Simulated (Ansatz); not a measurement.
# Si2Ni (Fm-3m) in Ansatz: settings compared

The runs below take Si2Ni through relaxation of cell and atoms, with revPBE+D3(BJ), revPBE+D4, BLYP+D3(BJ).

Everything below comes from runs of Ansatz 0.2.0. Logs are shortened: lines on timing, memory, paths and dates and some standing lists are left out, and cuts for length are marked.

### 1 The structure

The structure is cubic, space group Fm-3m (No. 225). Conventional cell: a = 5.406 Å, b = 5.406 Å, c = 5.406 Å, α = 90.00°, β = 90.00°, γ = 90.00°. Ni (site symmetry m-3m) is surrounded by 8 Si at 2.34 Å. Around Si (site symmetry -43m) lie 4 Ni at 2.34 Å.

### 2 Relaxation of cell and atoms, revPBE+D3(BJ), collinear spin, ferromagnetic start

Contents of input.yaml:

```yaml
crystal:
  lattice:
    - [0.0, 2.703, 2.703]
    - [2.703, 0.0, 2.703]
    - [2.703, 2.703, 0.0]
  atoms:
    - { symbol: Ni, position: [0.0, 0.0, 0.0], spin: 1.0 }
    - { symbol: Si, position: [0.75, 0.75, 0.75] }
    - { symbol: Si, position: [0.25, 0.25, 0.25] }
hamiltonian:
  xc: revpbe
  pseudopotentials: { kind: paw }
  dispersion: d3bj
magnetization:
  spin_polarized: true
kpoints:
  mp_grid: { grid: [9, 9, 9] }
scf:
  occupations: { method: fermi_dirac, width: 0.05 }
output:
  forces: true
  stress: true
relax:
  f_tol: 0.01
  max_steps: 40
  cell: { stress_tol: 0.05 }
```

Potentials or basis: Ansatz PAW.

The run is started by

```
$ ansatz run input.yaml --threads 2 --pin off --max-ram 5632MiB --backend cpu --events-out ev --progress --plain --runs-dir out
```

Log:

```text
Warning: RAYON_NUM_THREADS=2 ignored (pool sized by the plan → 2); use --threads N
Engine: ansatz 0.2.0, x86_64-unknown-linux-gnu
Pseudopotentials: kind: paw
Pseudopotential: Ni, paw, valence charge 18, recommended cutoff 420 eV (normal), Ni.paw.azcp
Pseudopotential: Si, paw, valence charge 4, recommended cutoff 420 eV (normal), Si.paw.azcp
Functional definition: revPBE
  parameter kappa = 1.245
  parameter beta = 0.06672455060314922
  exchange = pbe_x(kappa = kappa, mu = beta*pi^2/3)
  correlation = pbe_c(beta = beta)
Crystal: 3 atoms, lattice volume = 39.497 Å³
Basis set: ecut = 420 eV, 749 PW (Γ), exchange–correlation on 54×54×54 points (8 copies of the dense FFT grid, shifted against one another)
Bands: 18, of which v1, the nominal top of the filled ones, is band 13 counted from 1 (12 counted from 0)
Symmetry: 48 space group operations
Space group: Fm-3m (ITA 225), of the structure as read, at distance tolerance 3.4e-5 Å
Magnetic group: BNS 225.116 (UNI 1618), of the structure as read, at distance tolerance 3.4e-5 Å
k-points: 35 of 729
Non-local potential: Ni, projectors of the file, l = 0: 3, l = 1: 2, l = 2: 3, l = 3: 1
Non-local potential: Si, projectors of the file, l = 0: 2, l = 1: 2, l = 2: 2
PAW form: soft (Blöchl's): semilocal exchange-correlation on the pseudo side does not see the compensation charge
PAW frozen core: Ni, regenerated for the run's functional, and the local potential with it (the file was generated under x = pbe(κ = 0.804, μ = 0.2195149727645171), c = pbe(β = 0.06672455060314922))
PAW frozen core: Si, regenerated for the run's functional, and the local potential with it (the file was generated under x = pbe(κ = 0.804, μ = 0.2195149727645171), c = pbe(β = 0.06672455060314922))
PAW one-centre angular grid: Ni, 590 points (default); XC on 64 Gauss nodes
PAW one-centre angular grid: Si, 110 points (default); XC on 64 Gauss nodes
Initial density: superposition of atomic densities (chi_scale 0.1, normalization cell)
Starting moments: Σ|m| = 1 μB on 1 of 3 sites
Initial wavefunctions: pseudopotential atomic-orbital guess
Functional: x = revpbe(κ = 1.245, μ = 0.2195149727645171), c = pbe(β = 0.06672455060314922)
SCF iter   1: F=—  HF=-7121.431081 eV  |F-HF|=—  |Δ(HF+E_count)|=         —  Δρ=6.59e-2 (↑6.59e-2 ↓3.09e-2)  dr2=1.28e0  dr2_m=4.96e-1  M=0.217 μB ∫|m|=0.639 μB  β_m=0.30  ethr=3.10e-3  ⟨swp⟩=5.8  Hψ=6160  notcnv=0
Mixer restart at iter 1: flushing history
preconditioner: auto → Kerker (q_TF=auto, 2.545 Å⁻¹)  [metal: Δε(μ)=0.010 eV  Ē_g=8.794 eV  σ=0.050 eV  W_gap=0.05  n_scr=14 (ndim 8)  ℏωp=25.1 eV  f_vac=0.000  D(μ)=0.91/eV (n_scr^D=8)]
spin=Collinear: Kerker preconditioning applied to the charge; magnetization (m = ρ↑ − ρ↓) channel mixes plain (no charge-response kernel on spin).
SCF iter   2: F=—  HF=-7121.287683 eV  |F-HF|=—  |Δ(HF+E_count)|=   1.43e-1  Δρ=5.06e-2 (↑2.42e-2 ↓5.06e-2)  dr2=1.08e0  dr2_m=3.68e-1  M=0.235 μB ∫|m|=0.480 μB  β_m=0.41  ethr=3.10e-3  ⟨swp⟩=2.6  Hψ=2525  notcnv=0  defer=16
SCF iter   3: F=—  HF=-7122.280696 eV  |F-HF|=—  |Δ(HF+E_count)|=   9.93e-1  Δρ=3.33e-2 (↑2.48e-2 ↓3.33e-2)  dr2=5.29e-1  dr2_m=2.34e-1  M=0.205 μB ∫|m|=0.369 μB  β_m=0.36  ethr=3.10e-3  ⟨swp⟩=2.2  Hψ=1947  notcnv=0  defer=17
SCF iter   4: F=—  HF=-7122.862028 eV  |F-HF|=—  |Δ(HF+E_count)|=   5.81e-1  Δρ=1.96e-2 (↑1.33e-2 ↓1.96e-2)  dr2=1.83e-1  dr2_m=7.97e-2  M=0.130 μB ∫|m|=0.204 μB  β_m=0.62  ethr=2.03e-3  ⟨swp⟩=2.3  Hψ=2293  notcnv=0  defer=14
SCF iter   5: F=—  HF=-7122.850315 eV  |F-HF|=—  |Δ(HF+E_count)|=         —  Δρ=1.27e-2 (↑1.27e-2 ↓1.08e-2)  dr2=1.39e-1  dr2_m=7.92e-4  M=0.010 μB ∫|m|=0.028 μB  β_m=0.62  ethr=7.03e-4  ⟨swp⟩=3.2  Hψ=2529  notcnv=0  defer=14
Mixer restart at iter 5: flushing history
SCF iter   6: F=—  HF=-7122.948853 eV  |F-HF|=—  |Δ(HF+E_count)|=   9.85e-2  Δρ=9.23e-3 (↑7.64e-3 ↓9.23e-3)  dr2=5.52e-2  dr2_m=2.95e-4  M=0.006 μB ∫|m|=0.016 μB  β_m=0.51  ethr=5.36e-4  ⟨swp⟩=2.4  Hψ=2926  notcnv=0  defer=14
SCF iter   7: F=—  HF=-7122.915684 eV  |F-HF|=—  |Δ(HF+E_count)|=   3.32e-2  Δρ=6.64e-3 (↑6.64e-3 ↓5.47e-3)  dr2=4.46e-2  dr2_m=2.18e-4  M=0.005 μB ∫|m|=0.014 μB  β_m=0.58  ethr=2.12e-4  ⟨swp⟩=2.3  Hψ=2458  notcnv=0  defer=14
SCF iter   8: F=—  HF=-7122.924458 eV  |F-HF|=—  |Δ(HF+E_count)|=   8.77e-3  Δρ=1.12e-3 (↑1.12e-3 ↓7.83e-4)  dr2=1.50e-3  dr2_m=3.01e-5  M=0.002 μB ∫|m|=0.005 μB  β_m=0.64  ethr=1.72e-4  ⟨swp⟩=2.2  Hψ=2205  notcnv=0  defer=14
SCF iter   9: F=—  HF=-7122.924709 eV  |F-HF|=—  |Δ(HF+E_count)|=   2.51e-4  Δρ=4.84e-4 (↑4.84e-4 ↓3.31e-4)  dr2=2.82e-4  dr2_m=1.03e-5  M=0.001 μB ∫|m|=0.003 μB  β_m=0.82  ethr=5.77e-6  ⟨swp⟩=2.2  Hψ=1782  notcnv=0  defer=14
SCF iter  10: F=—  HF=-7122.924861 eV  |F-HF|=—  |Δ(HF+E_count)|=   1.52e-4  Δρ=7.88e-5 (↑5.74e-5 ↓7.88e-5)  dr2=9.26e-6  dr2_m=1.93e-7  M=0.000 μB ∫|m|=0.000 μB  β_m=0.91  ethr=1.09e-6  ⟨swp⟩=2.0  Hψ=1886  notcnv=0  defer=14
[... 55 lines left out ...]
Initial wavefunctions: pseudopotential atomic-orbital guess (no wavefunctions were taken with the density)
iter 1 solved again at ethr=3.87e-8 eV; its pass at ethr=3.10e-3 eV (dr2=1.01e-5 eV) is discarded
SCF iter   1: F=—  HF=-7122.946614 eV  |F-HF|=—  |Δ(HF+E_count)|=         —  Δρ=3.60e-5 (↑3.60e-5 ↓3.60e-5)  dr2=1.37e-6  dr2_m=4.99e-13  M=0.000 μB ∫|m|=0.000 μB  β_m=0.65  ethr=3.87e-8  ⟨swp⟩=3.3  Hψ=10158  notcnv=0
preconditioner: auto → none  [metal: Δε(μ)=0.025 eV  Ē_g=9.198 eV  σ=0.050 eV  W_gap=0.13  n_scr=8 (ndim 8)  ℏωp=25.5 eV  f_vac=0.001  D(μ)=1.14/eV (n_scr^D=8)]
SCF iter   2: F=—  HF=-7122.946612 eV  |F-HF|=—  |Δ(HF+E_count)|=   1.56e-6  Δρ=3.61e-5 (↑3.61e-5 ↓3.61e-5)  dr2=1.35e-6  dr2_m=2.41e-13  M=0.000 μB ∫|m|=0.000 μB  β_m=0.39  ethr=5.28e-9  ⟨swp⟩=2.0  Hψ=1867  notcnv=0
SCF iter   3: F=—  HF=-7122.946612 eV  |F-HF|=—  |Δ(HF+E_count)|=   1.19e-7  Δρ=1.97e-5 (↑1.97e-5 ↓1.96e-5)  dr2=3.33e-7  dr2_m=1.61e-13  M=0.000 μB ∫|m|=0.000 μB  β_m=0.37  ethr=5.21e-9  ⟨swp⟩=2.6  Hψ=2071  notcnv=0
SCF iter   4: F=—  HF=-7122.946612 eV  |F-HF|=—  |Δ(HF+E_count)|=   1.53e-8  Δρ=4.79e-6 (↑4.79e-6 ↓4.78e-6)  dr2=1.19e-8  dr2_m=4.29e-14  M=0.000 μB ∫|m|=0.000 μB  β_m=0.54  ethr=1.28e-9  ⟨swp⟩=1.1  Hψ=1272  notcnv=0
SCF iter   5: F=—  HF=-7122.946612 eV  |F-HF|=—  |Δ(HF+E_count)|=   1.04e-7  Δρ=2.47e-6 (↑2.46e-6 ↓2.47e-6)  dr2=7.69e-9  dr2_m=1.47e-14  M=0.000 μB ∫|m|=0.000 μB  β_m=0.77  ethr=4.57e-11  ⟨swp⟩=2.3  Hψ=1726  notcnv=0
SCF iter   6: F=—  HF=-7122.946612 eV  |F-HF|=—  |Δ(HF+E_count)|=   6.08e-8  Δρ=3.03e-6 (↑3.02e-6 ↓3.03e-6)  dr2=1.13e-8  dr2_m=1.88e-15  M=0.000 μB ∫|m|=0.000 μB  β_m=0.89  ethr=2.96e-11  ⟨swp⟩=2.2  Hψ=1943  notcnv=0
SCF iter   7: F=—  HF=-7122.946612 eV  |F-HF|=—  |Δ(HF+E_count)|=   2.29e-8  Δρ=1.29e-6 (↑1.28e-6 ↓1.29e-6)  dr2=1.99e-9  dr2_m=4.83e-16  M=0.000 μB ∫|m|=0.000 μB  β_m=0.92  ethr=2.96e-11  ⟨swp⟩=2.6  Hψ=2338  notcnv=0
SCF iter   8: F=—  HF=-7122.946612 eV  |F-HF|=—  |Δ(HF+E_count)|=   2.32e-9  Δρ=5.63e-8 (↑5.56e-8 ↓5.63e-8)  dr2=3.72e-12  dr2_m=5.42e-17  M=0.000 μB ∫|m|=0.000 μB  β_m=0.92  ethr=7.67e-12  ⟨swp⟩=2.2  Hψ=2040  notcnv=0
SCF iter   9: F=-7122.946612 eV  HF=-7122.946612 eV  |F-HF|=9.09e-13  |Δ(HF+E_count)|=  7.28e-12  Δρ=2.29e-8 (↑2.29e-8 ↓2.28e-8)  dr2=5.90e-13  dr2_m=2.23e-18  M=0.000 μB ∫|m|=0.000 μB  ethr=1.00e-12  ⟨swp⟩=4.1  Hψ=5337  notcnv=0
the starting moments were not kept: the SCF closed with an absolute magnetisation of 8.0e-10 μB, where they sum to 1 μB in size (1 site). That is at most 0.1 of that sum. Measured as dr2_m measures the in/out step, that magnetisation stands 9.2e-19 eV from none, at or under the dr2_threshold of 3.0e-11 eV: it is no larger than a step whose dr2_m would equal this threshold.
SCF 5 converged in 9 iterations: F = -7122.946612 eV  dr2 = 5.90e-13
relax step   5: F+E_penalty+E_count = -7122.94661246 eV  Δ(F+E_penalty+E_count) = +3.554e-4 eV  max|allowed force component| = 5.937e-17 eV/Å  Δτ_max = 0.0000 Å  P = -0.003 GPa  Ω = 38.168 Å³  stress off target by 2.66e-3 GPa  SCF on the basis re-selected at this cell (its energy is not comparable with the rows above)  (9 SCF iters)
basis re-selected at this cell: Δ(F+E_penalty+E_count) = +3.554e-4 eV, ΔP = +0.000 GPa vs the last step (what re-selecting the basis moved, of the pressure what is left beyond the Pulay correction that the steps carried, after the strain that the cell walked since its last selection, with what the two solves' SCF thresholds leave and, on support functions, any second-order correction that the steps lacked; it is no measure of the basis error at this ecutwfc). This SCF's stress stands 2.66e-3 GPa from its target on what of the cell is left free (relax.cell.stress_tol is 5.00e-2 GPa) and its largest allowed force component is 5.94e-17 eV/Å (relax.f_tol is 1.00e-2 eV/Å): within both
SCF converged after 9 iterations
Magnetization: 0.0000 μB (13.0000 up, 13.0000 down)
Absolute magnetization: 0.0000 μB (∫|ρ↑−ρ↓|, with the PAW one-centre terms)
Spin contamination: 0.0000 ħ² per cell (⟨S²⟩ above its minimum at these occupations)
Per-site moments (μB) at R_I (Å): [(4.907992622818238e-10, 0.9546494677621918), (5.6459828433527384e-11, 0.9546494677621918), (5.6459702302578255e-11, 0.954649467762192)]
Free energy (F): -7122.946612 eV
Harris-Foulkes:  -7122.946612 eV  (|F-HF|=9.09e-13)
Internal energy: -7122.937304 eV  (E = F + TS)
E sigma→0 (E₀):  -7122.941958 eV
Entropy (-TS):   -0.009309 eV (-3.103 meV/atom)
Fermi energy:    14.023596 eV
--- Per-component energies (eV) ---
  E_band       = -331.247123
  E_kinetic    = 372.791909
  E_local      = -4859.059153  (includes V_loc(G=0)·N_el)
  E_nonlocal   = 677.794066
  E_hartree    = 2104.264121
  E_xc         = -200.508561
  E_vxc        = -209.808973  (∫ρ·V_xc dr)
  E_paw        = -2658.588607  (= ΣΔE_a)
  E_vpaw       = -521.493865  (= ΣTr[D̂ρ^β])
  E_aug_tail   = 0.000580  (compensation charges beyond the density's cutoff)
  E_ewald      = -2556.865001
  E_disp       = -2.697245  (pairwise vdW)
  E_core_change = -0.069413  (= ΣΔE_core)
  E_smearing   = -0.009309  (= −TS)
  E_closure    = 0.000000  (closes the sum)
  Σ components = -7122.946612   (vs F -7122.946612, Δ=0.00e0)
--- Forces (eV/Å), atoms counted from 1 ---
  atom   1  Ni    -0.00000000     0.00000000     0.00000000
  atom   2  Si     0.00000000    -0.00000000    -0.00000000
  atom   3  Si     0.00000000    -0.00000000     0.00000000
  max |Σ_I F_I| component: 1.20e-16 eV/Å
--- Stress (GPa, compression-positive) ---
       -0.002662      -0.000000      -0.000000
       -0.000000      -0.002662      -0.000000
        0.000000       0.000000      -0.002662
  P = ⅓ Tr σ = -0.0027 GPa (-0.027 kbar)
--- Relaxed structure (4 steps of the walk, 4 accepted, 1 SCFs on fresh bases) ---
  F+E_penalty+E_count = -7122.94661246 eV   max|allowed force component| = 5.937e-17 eV/Å   (the final SCF, on the basis selected at the relaxed cell)
  cell:  # Å, volume = 38.1679 Å³
    - [2.2292252643918218e-35, 2.672325465184167, 2.672325465184167]
    - [2.672325465184167, -1.59230376027987e-35, 2.672325465184167]
    - [2.672325465184167, 2.672325465184167, -6.369215041119485e-36]
  atoms:
    - { symbol: Ni, position: [-7.998792816940774e-35, 9.470830466607818e-35, 4.581562558785136e-35] }
    - { symbol: Si, position: [0.75, 0.75, 0.75] }
    - { symbol: Si, position: [0.25, 0.25, 0.25] }
```

Run time: 10 s. Hardware: 2 threads of Intel Xeon Platinum 8175M at 2.50GHz (Skylake/Cascade Lake), shared host; peak memory 0.41 GiB.

Results:

```
Free energy                            : -7122.9466 eV
Relaxed volume                         : 12.72 Å³/atom
Relaxed cell                           : a = 3.779 Å, b = 3.779 Å, c = 3.779 Å, α = 60.00°, β = 60.00°, γ = 60.00°
Space group after relaxing (to 0.05 Å) : Fm-3m (No. 225)
Energy gained by relaxing              : 7.2 meV/atom
Ionic steps                            : 5
Pressure after relaxing                : 0.0 GPa
Net moment                             : 0.00 μB per cell
Absolute moment                        : 0.00 μB per cell
```

Step by step:
| step | energy change (eV) | largest force (eV/Å) | volume (Å³) |
| --- | --- | --- | --- |
| 1 | 0.0000 | 0.0000 | 39.50 |
| 2 | -0.0170 | 0.0000 | 38.79 |
| 3 | -0.0221 | 0.0000 | 38.14 |
| 4 | -0.0221 | 0.0000 | 38.17 |
| 5 | -0.0217 | 0.0000 | 38.17 |

Final structure:
```
Ni Si
1.0
     0.00000    2.67233    2.67233
     2.67233    0.00000    2.67233
     2.67233    2.67233    0.00000
Ni Si
1 2
Direct
  0.00000 0.00000 0.00000
  0.75000 0.75000 0.75000
  0.25000 0.25000 0.25000
```

Caveat: the plane-wave basis is chosen anew once the cell has moved, so the energies of steps on either side of that aren't comparable; the PAW data sets come from PBE, with cores solved anew for the run's functional, which leaves a small shift of forces and pressure; the starting moments weren't kept.

### 3 Relaxation of cell and atoms, revPBE+D4, collinear spin, ferromagnetic start

input.yaml: that of step 2 with these lines changed.

```diff
@@ -12,3 +12,3 @@
   pseudopotentials: { kind: paw }
-  dispersion: d3bj
+  dispersion: d4
 magnetization:
@@ -22,2 +22,6 @@
   stress: true
+  write_density: true
+  write_potential: true
+  elf: true
+  volumetric_format: npy
 relax:
```

Potentials or basis: Ansatz PAW.

The run is started by

```
$ ansatz run input.yaml --threads 2 --pin off --max-ram 5632MiB --backend cpu --events-out ev --progress --plain --runs-dir out
```

It took 12 s on 2 threads of Intel Xeon Platinum 8175M at 2.50GHz (Skylake/Cascade Lake), shared host; peak memory 0.42 GiB.

The run converged. Its results:

| Property | Result |
| --- | --- |
| Free energy | -7122.7788 eV |
| Relaxed volume | 12.81 Å³/atom |
| Relaxed cell | a = 3.788 Å, b = 3.788 Å, c = 3.788 Å, α = 60.00°, β = 60.00°, γ = 60.00° |
| Space group after relaxing (to 0.05 Å) | Fm-3m (No. 225) |
| Energy gained by relaxing | 4.7 meV/atom |
| Ionic steps | 5 |
| Pressure after relaxing | 0.0 GPa |
| Band gap on the k mesh | none (metal or under the smearing width) |
| Net moment | 0.00 μB per cell |
| Absolute moment | 0.00 μB per cell |

Step by step:
| step | energy change (eV) | largest force (eV/Å) | volume (Å³) |
| --- | --- | --- | --- |
| 1 | 0.0000 | 0.0000 | 39.50 |
| 2 | -0.0111 | 0.0000 | 38.93 |
| 3 | -0.0144 | 0.0000 | 38.41 |
| 4 | -0.0144 | 0.0000 | 38.43 |
| 5 | -0.0141 | 0.0000 | 38.43 |

Final structure:
```xyz
3
Lattice="0.0000 2.6784 2.6784 2.6784 0.0000 2.6784 2.6784 2.6784 0.0000" Properties=species:S:1:pos:R:3 pbc="T T T"
Ni    0.0000    0.0000    0.0000
Si    4.0175    4.0175    4.0175
Si    1.3392    1.3392    1.3392
```

Levels at points of the mesh, in eV from the Fermi level:
Spin up:
| k point | band 10 | band 11 | band 12 | band 13 | band 14 | band 15 | band 16 | band 17 |
| --- | --- | --- | --- | --- | --- | --- | --- | --- |
| (0.00, 0.00, 0.00) | -3.71 | -0.06 | 1.71 | 1.71 | 1.71 | 2.15 | 2.15 | 2.15 |
Spin down:
```csv
k point,band 10,band 11,band 12,band 13,band 14,band 15,band 16,band 17
"(0.00, 0.00, 0.00)",-3.71,-0.06,1.71,1.71,1.71,2.15,2.15,2.15
```

Caveat: the plane-wave basis is chosen anew once the cell has moved, so the energies of steps on either side of that aren't comparable; pairwise dispersion overbinds metals, which lowers pressure and volume; the PAW data sets come from PBE, with cores solved anew for the run's functional, which leaves a small shift of forces and pressure; the starting moments weren't kept.

(Part 1 of 2 ends here.)
